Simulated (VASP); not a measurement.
# ZnSe (Stilleite) (F-43m) in VASP: a series of runs, part 2 of 2

VASP 6.6.1.

## Step 4: Relaxation of the atoms, PBE (a relaxed cell with its volume scaled by 0.94)

File INCAR:

```
SYSTEM = ZnSe
  ALGO = Normal
  EDIFF = 1E-7
  EDIFFG = -0.01
  ENCUT = 600
  GGA = PE
  IBRION = 2
  ISIF = 2
  ISMEAR = 0
  LASPH = .True.
  LCHARG = .False.
  LREAL = .False.
  LWAVE = .False.
  NELM = 80
  NSW = 40
  PREC = Accurate
  SIGMA = 0.03
```

File KPOINTS:

```
k-points
0
Gamma
  8 8 8
  0 0 0
```

File POSCAR:

```
ZnSe                                    
1.0
    0.0000000000      2.8108936711      2.8108936711
    2.8108936711      0.0000000000      2.8108936711
    2.8108936711      2.8108936711      0.0000000000
  Zn              Se            
     1     1
Direct
     1.0000000000000000    1.0000000000000000    1.0000000000000000
     0.2500000000000000    0.2500000000000000    0.2500000000000000
```

Potentials or basis: VASP PAW PBE potentials, release 64 (Zn, Se).

Launch:

```bash
$ cat potpaw_PBE.64/Zn/POTCAR potpaw_PBE.64/Se/POTCAR > POTCAR
$ mpirun -np 1 vasp_std > vasp.out
```

OUTCAR:

```text
SYSTEM = ZnSe
   EDIFF = 1E-7
   EDIFFG = -0.01
   ENCUT = 600
   GGA = PE
   IBRION = 2
   ISIF = 2
   ISMEAR = 0
   LASPH = .True.
   LREAL = .False.
   NELM = 80
   NSW = 40
   PREC = Accurate

 ion  position               nearest neighbor table
   1  0.000  0.000  0.000-   2 2.43   2 2.43   2 2.43   2 2.43
   2  0.250  0.250  0.250-   1 2.43   1 2.43   1 2.43   1 2.43

  LATTYP: Found a face centered cubic cell.
 ALAT       =     5.6217873422

  Lattice vectors:

 A1 = (   0.0000000000,   2.8108936711,   2.8108936711)
 A2 = (   2.8108936711,   0.0000000000,   2.8108936711)
 A3 = (   2.8108936711,   2.8108936711,   0.0000000000)

Analysis of symmetry for initial positions (statically):
=====================================================================
 Subroutine PRICEL returns:
 Original cell was already a primitive cell.

 Routine SETGRP: Setting up the symmetry group for a
 face centered cubic supercell.

 Subroutine GETGRP returns: Found 24 space group operations
 (whereof 24 operations were pure point group operations)
 out of a pool of 48 trial point group operations.

The static configuration has the point symmetry T_d .

Analysis of symmetry for dynamics (positions and initial velocities):
=====================================================================
 Subroutine PRICEL returns:
 Original cell was already a primitive cell.

 Routine SETGRP: Setting up the symmetry group for a
 face centered cubic supercell.

 Subroutine GETGRP returns: Found 24 space group operations
 (whereof 24 operations were pure point group operations)
 out of a pool of 48 trial point group operations.

The dynamic configuration has the point symmetry T_d .

 Subroutine INISYM returns: Found 24 space group operations
 (whereof 24 operations are pure point group operations),
 and found     1 'primitive' translations

----------------------------------------------------------------------------------------

                                     Primitive cell

  volume of cell :      44.4184

  direct lattice vectors                    reciprocal lattice vectors
     0.000000000  2.810893671  2.810893671    -0.177879372  0.177879372  0.177879372
     2.810893671  0.000000000  2.810893671     0.177879372 -0.177879372  0.177879372
     2.810893671  2.810893671  0.000000000     0.177879372  0.177879372 -0.177879372

  length of vectors
     3.975203952  3.975203952  3.975203952     0.308096109  0.308096109  0.308096109

  position of ions in fractional coordinates (direct lattice)
     0.000000000  0.000000000  0.000000000
     0.250000000  0.250000000  0.250000000

  ion indices of the primitive-cell ions
   primitive index   ion index
                 1           1
                 2           2

----------------------------------------------------------------------------------------

 KPOINTS: k-points

Automatic generation of k-mesh.
 Grid dimensions read from file:
 generate k-points for:    8    8    8

 Generating k-lattice:

  Cartesian coordinates                     Fractional coordinates (reciprocal lattice)
    -0.022234921  0.022234921  0.022234921     0.125000000  0.000000000  0.000000000
     0.022234921 -0.022234921  0.022234921     0.000000000  0.125000000  0.000000000
     0.022234921  0.022234921 -0.022234921     0.000000000  0.000000000  0.125000000

  Length of vectors
     0.038512014  0.038512014  0.038512014

  Shift w.r.t. Gamma in fractional coordinates (k-lattice)
     0.000000000  0.000000000  0.000000000

 Subroutine IBZKPT returns following result:
 ===========================================

 Found     29 irreducible k-points:

 Following reciprocal coordinates:
            Coordinates               Weight
  0.000000  0.000000  0.000000      1.000000
  0.125000  0.000000  0.000000      8.000000
  0.250000  0.000000  0.000000      8.000000
  0.375000  0.000000  0.000000      8.000000
  0.500000  0.000000  0.000000      4.000000
  0.125000  0.125000  0.000000      6.000000
[... 16 lines left out ...]
  0.500000  0.250000  0.125000     48.000000
 -0.375000  0.250000  0.125000     24.000000
 [... further k-points ...]
   k-points           NKPTS =     29   k-points in BZ     NKDIM =     29   number of bands    NBANDS=     13
   number of dos      NEDOS =    301   number of ions     NIONS =      2
   total plane-waves  NPLWV =  32768
   dimension x,y,z NGX =    32 NGY =   32 NGZ =   32
   dimension x,y,z NGXF=    64 NGYF=   64 NGZF=   64
   ions per type =               1   1
   NGX,Y,Z   is equivalent  to a cutoff of  13.38, 13.38, 13.38 a.u.
   NGXF,Y,Z  is equivalent  to a cutoff of  26.77, 26.77, 26.77 a.u.
 SYSTEM =  ZnSe
   PREC   = accura    normal or accurate (medium, high low for compatibility)
   ISTART =      0    job   : 0-new  1-cont  2-samecut
   ICHARG =      2    charge: 1-file 2-atom 10-const
   ISPIN  =      1    spin polarized calculation?
   LNONCOLLINEAR =      F non collinear calculations
   LSORBIT =      F    spin-orbit coupling
   LASPH  =      T    aspherical Exc in radial PAW
   ENCUT  =  600.0 eV  44.10 Ry    6.64 a.u.   7.94  7.94  7.94*2*pi/ulx,y,z
   NELM   =     80;   NELMIN=  2; NELMDL= -5     # of ELM steps
   EDIFF  = 0.1E-06   stopping-criterion for ELM
   LREAL  =      F    real-space projection
   EDIFFG = -.1E-01   stopping-criterion for IOM
   NSW    =     40    number of steps for IOM
   IBRION =      2    ionic relax: 0-MD 1-quasi-New 2-CG
   NFREE  =      1    steps in history (QN), initial steepest desc. (CG)
   ISIF   =      2    stress and relaxation
   ISYM   =      2    0-nonsym 1-usesym 2-fastsym
   POTIM  = 0.5000    time-step for ionic-motion
   TEBEG  =    0.0;   TEEND  =   0.0 temperature during run
   PSTRESS=    0.0 pullay stress
   NELECT =      18.0000    total number of electrons
   NUPDOWN=      -1.0000    fix difference up-down
   EMIN   =  10.00;   EMAX   =-10.00  energy-range for DOS
   EFERMI =   0.00;   METHOD = LEGACY
   ISMEAR =     0;   SIGMA  =   0.03  broadening in eV -4-tet -1-fermi 0-gaus
   EFERMI_NEDOS =   21; number of points for ismear=-14 and -15
   IALGO  =     38    algorithm
   IMIX   =      4    mixing-type and parameters
     AMIX     =   0.40;   BMIX     =  1.00
     AMIX_MAG =   1.60;   BMIX_MAG =  1.00
  volume/ion in A,a.u.               =      22.21       149.88
  Fermi-wavevector in a.u.,A,eV,Ry     =   1.211466  2.289339 19.968591  1.467650
  Thomas-Fermi vector in A             =   2.346981
   LORBIT       =      0    0 simple, 1 ext, 2 COOP (PROOUT), +10 PAW based schemes
   GGA     = PE    functional components
   LHFCALC =     F    Hartree Fock is set to
   AEXX    =    0.0000 exact exchange contribution
   IVDW    =     0    specifies the selected vdW correction
   LEPSILON=     F    determine dielectric tensor
   LRPA    =     F    only Hartree local field effects (RPA)
 conjugate gradient relaxation of ions
 non-spin polarized calculation
 Gauss-broadening in eV      SIGMA  =   0.03
  energy-cutoff  :      600.00
  volume of cell :       44.42
 maximum number of plane-waves:      1524
   NGX = 15   NGY = 15   NGZ = 15

 number of electron      17.9999985 magnetization

 Free energy of the ion-electron system (eV)
  ---------------------------------------------------
  ext. energy  EPLUGINS =         0.00000000
  ---------------------------------------------------
  free energy    TOTEN  =        -5.99811173 eV

  energy without entropy =       -5.99811173  energy(sigma->0) =       -5.99811173

 E-fermi :   2.0132     XC(G=0):  -9.4333

 val. band max:        1.8251887115   @ k =   0.0000   0.0000   0.0000
 cond. band min:       3.2148985526   @ k =   0.0000   0.0000   0.0000
 fundamental gap:      1.3897098411
 Fermi energy:         2.0132472273

 k-point     1 :       0.0000    0.0000    0.0000
  band No.  band energies     occupation
      1     -11.5935      2.00000
      2      -4.8133      2.00000
      3      -4.8133      2.00000
      4      -4.8133      2.00000
      5      -4.4211      2.00000
      6      -4.4211      2.00000
      7       1.8252      2.00000
      8       1.8252      2.00000
      9       1.8252      2.00000
     10       3.2149      0.00000
     11       7.6167      0.00000
     12       7.6167      0.00000
     13       7.6167      0.00000
[... 353 lines left out ...]
 k-point    24 :      -0.3750    0.2500    0.1250
  band No.  band energies     occupation
      1     -10.6231      2.00000
      2      -4.7063      2.00000
      3      -4.6651      2.00000
      4      -4.4571      2.00000
      5      -4.4141      2.00000
      6      -4.2005      2.00000
      7      -3.2070      2.00000
      8      -0.6690      2.00000
      9       0.2989      2.00000
     10       6.1246      0.00000
     11       7.3521      0.00000
     12       9.2964      0.00000
     13      10.5738      0.00000

 [... further k-points ...]
[... 5 lines left out ...]
  --------------------------------------------------------------------------------------
  -------------------------------------------------------------------------------------
  Total        1.1225490      1.1225490      1.1225490     -0.0000000      0.0000000     -0.0000000
  in kB       40.4904520     40.4904520     40.4904520     -0.0000000      0.0000000     -0.0000000
  external PRESSURE =      40.4904520 kB  Pullay stress =       0.0000000 kB

 VOLUME and BASIS-vectors are now :
 -----------------------------------------------------------------------------
  energy-cutoff  :      600.00
  volume of cell :       44.42
      direct lattice vectors                 reciprocal lattice vectors
     0.000000000  2.810893671  2.810893671    -0.177879372  0.177879372  0.177879372
     2.810893671  0.000000000  2.810893671     0.177879372 -0.177879372  0.177879372
     2.810893671  2.810893671  0.000000000     0.177879372  0.177879372 -0.177879372

 POSITION                                       TOTAL-FORCE (eV/Angst)
 -----------------------------------------------------------------------------------
      0.00000      0.00000      0.00000         0.000000      0.000000      0.000000
      1.40545      1.40545      1.40545         0.000000     -0.000000     -0.000000
 -----------------------------------------------------------------------------------
    total drift:                                0.000000      0.000000      0.000001

  FREE ENERGIE OF THE ION-ELECTRON SYSTEM (eV)
  ---------------------------------------------------
  free  energy   TOTEN  =        -5.9981117309 eV

  energy  without entropy=       -5.9981117309  energy(sigma->0) =       -5.99811173

 reached required accuracy - stopping structural energy minimisation
```

OSZICAR:

```text
N       E                     dE             d eps       ncg     rms          rms(c)
DAV:   1     0.923185825656E+02    0.92319E+02   -0.10015E+04   754   0.177E+03
DAV:   2     0.552786060164E-01   -0.92263E+02   -0.87737E+02   799   0.296E+02
DAV:   3    -0.621949689591E+01   -0.62748E+01   -0.62436E+01   954   0.747E+01
DAV:   4    -0.628601647771E+01   -0.66520E-01   -0.66506E-01   814   0.799E+00
DAV:   5    -0.628636851305E+01   -0.35204E-03   -0.35203E-03   914   0.583E-01    0.497E+00
DAV:   6    -0.601589640724E+01    0.27047E+00   -0.69720E-01  1063   0.300E+01    0.378E+00
DAV:   7    -0.599781507133E+01    0.18081E-01   -0.20001E-01   824   0.456E+00    0.159E+00
DAV:   8    -0.599779001019E+01    0.25061E-04   -0.44358E-03   984   0.709E-01    0.481E-01
DAV:   9    -0.599801239832E+01   -0.22239E-03   -0.11414E-03   834   0.318E-01    0.678E-02
DAV:  10    -0.599809991532E+01   -0.87517E-04   -0.15775E-04   886   0.134E-01    0.185E-02
DAV:  11    -0.599811049803E+01   -0.10583E-04   -0.34664E-05   870   0.722E-02    0.578E-03
DAV:  12    -0.599811175564E+01   -0.12576E-05   -0.48168E-06   864   0.184E-02    0.393E-03
DAV:  13    -0.599811173086E+01    0.24775E-07   -0.60037E-07   814   0.752E-03
   1 F= -.59981117E+01 E0= -.59981117E+01  d E =-.599811E+01
```

Wall time 15 s (1 thread of Intel Xeon Platinum 8259CL at 2.50GHz (Skylake/Cascade Lake), shared host); peak memory 0.18 GiB.

Results:

| Quantity | Value |
| --- | --- |
| Free energy | -5.9981 eV |
| Pressure after relaxing | 4.0 GPa |
| Band gap on the k mesh | 1.39 eV, direct |

Final structure:
```
Zn Se
1.0
     0.00000    2.81089    2.81089
     2.81089    0.00000    2.81089
     2.81089    2.81089    0.00000
Zn Se
1 1
Cartesian
  0.0000 0.0000 0.0000
  1.4054 1.4054 1.4054
```

Caveat: the relaxation stopped at its first step, so nothing moved.

## Step 5: Relaxation of the atoms, PBE (a relaxed cell with its volume scaled by 0.96)

INCAR is that of step 4.

KPOINTS is that of step 4.

File POSCAR:

```
ZnSe                                    
1.0
    0.0000000000      2.8306893491      2.8306893491
    2.8306893491      0.0000000000      2.8306893491
    2.8306893491      2.8306893491      0.0000000000
  Zn              Se            
     1     1
Direct
     1.0000000000000000    1.0000000000000000    1.0000000000000000
     0.2500000000000000    0.2500000000000000    0.2500000000000000
```

Launch:

```bash
$ cat potpaw_PBE.64/Zn/POTCAR potpaw_PBE.64/Se/POTCAR > POTCAR
$ mpirun -np 1 vasp_std > vasp.out
```

It took 15 s on 1 thread of Intel Xeon Platinum 8259CL at 2.50GHz (Skylake/Cascade Lake), shared host; peak memory 0.18 GiB.

Results (log left out):

```
Free energy             : -6.0176 eV
Pressure after relaxing : 2.6 GPa
Band gap on the k mesh  : 1.30 eV, direct
```

Final structure:
```yaml
crystal:
  lattice:
    - [0.00000, 2.83069, 2.83069]
    - [2.83069, 0.00000, 2.83069]
    - [2.83069, 2.83069, 0.00000]
  atoms:
    - { symbol: Zn, position: [0.00000, 0.00000, 0.00000] }
    - { symbol: Se, position: [0.25000, 0.25000, 0.25000] }
```

Levels at points of the mesh, in eV from the valence-band top:
| k point | band 5 | band 6 | band 7 | band 8 | band 9 | band 10 | band 11 | band 12 | band 13 |
| --- | --- | --- | --- | --- | --- | --- | --- | --- | --- |
| (0.00, 0.00, 0.00) | -6.19 | -6.19 | 0.00 | 0.00 | 0.00 | 1.30 | 5.80 | 5.80 | 5.80 |
| (0.50, 0.00, 0.00) | -6.17 | -6.03 | -5.25 | -0.87 | -0.87 | 2.55 | 6.38 | 6.38 | 8.59 |
| (0.50, 0.50, 0.00) | -6.14 | -6.01 | -4.77 | -2.20 | -2.20 | 2.98 | 3.46 | 10.76 | 11.27 |

Caveat: the relaxation stopped at its first step, so nothing moved.

## Step 6: Summary

```tsv
task	cell	gap on the mesh (eV)	pressure (GPa)
relaxation of cell and atoms	relaxed	1.14	0.0
relaxation of the atoms	atoms relaxed from: a relaxed cell with its volume scaled by 0.94	1.39	4.0
relaxation of the atoms	atoms relaxed from: a relaxed cell with its volume scaled by 0.96	1.30	2.6
```

Alike in all rows: level PBE; potentials or basis VASP PAW PBE potentials, release 64 (Zn, Se); no spin polarisation; k mesh 8 × 8 × 8; cutoff (eV) 600; smearing gaussian 0.03 eV.

Caveats: the relaxation stopped at its first step, so nothing moved (some runs).

Absolute energies hang on the potentials; compare differences alone.
